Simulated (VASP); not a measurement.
Wanted: the native input for a VASP 6.6.1 run.

* Task: single point
* Functional: PBE
* Potentials or basis: VASP PAW PBE potentials, release 64 (Pt, S)
* Cutoff: 520 eV
* k mesh: 9 × 9 × 5
* Occupations: gaussian, width 0.025 eV
* Spin: no spin polarisation
* Further INCAR settings: ALGO = Normal; EDIFF = 1e-06; NBANDS = 18

The structure of PtS2 lies in POSCAR:

```
PtS2
1.0
    3.5432000000      0.0000000000      0.0000000000
   -1.7716000000      3.0685012107      0.0000000000
    0.0000000000      0.0000000000      5.0388000000
Pt S
1 2
Direct
    0.0000000000      0.0000000000      0.0000000000
    0.6666666667      0.3333333333      0.7730000000
    0.3333333333      0.6666666667      0.2270000000
```

These files were run (other wordings do the same):

INCAR

```
SYSTEM = PtS2
PREC = Accurate
ENCUT = 520
EDIFF = 1E-6
ISMEAR = 0
SIGMA = 0.025
LREAL = .FALSE.
LASPH = .TRUE.
NELM = 80
ALGO = Normal
ISIF = 2
LWAVE = .FALSE.
LCHARG = .FALSE.
GGA = PE
NBANDS = 18
```

KPOINTS

```
regular mesh
0
G
  9 9 5
  0 0 0
```

Potentials or basis: VASP PAW PBE potentials, release 64 (Pt, S).

Launch:

```console
$ cat potpaw_PBE.64/Pt/POTCAR potpaw_PBE.64/S/POTCAR > POTCAR
$ mpirun -np 1 vasp_std > vasp.out
```

It gave:

```
Pressure               : 11.1 GPa
Largest force          : 1.213 eV/Å
Band gap on the k mesh : 1.03 eV, indirect (least direct gap 1.08 eV)
```

Caveat: spin-orbit coupling is left out, which moves the levels of the heavy elements; an odd mesh through Γ misses points on the zone boundary, where band edges often lie; forces of over 1 eV/Å show positions far from the minimum, so gaps and moduli don't describe the material at rest.

Run time: 52 s on 1 thread of AMD EPYC 7R13 Processor (Zen 3), with other jobs on the host, peak memory 0.17 GiB.
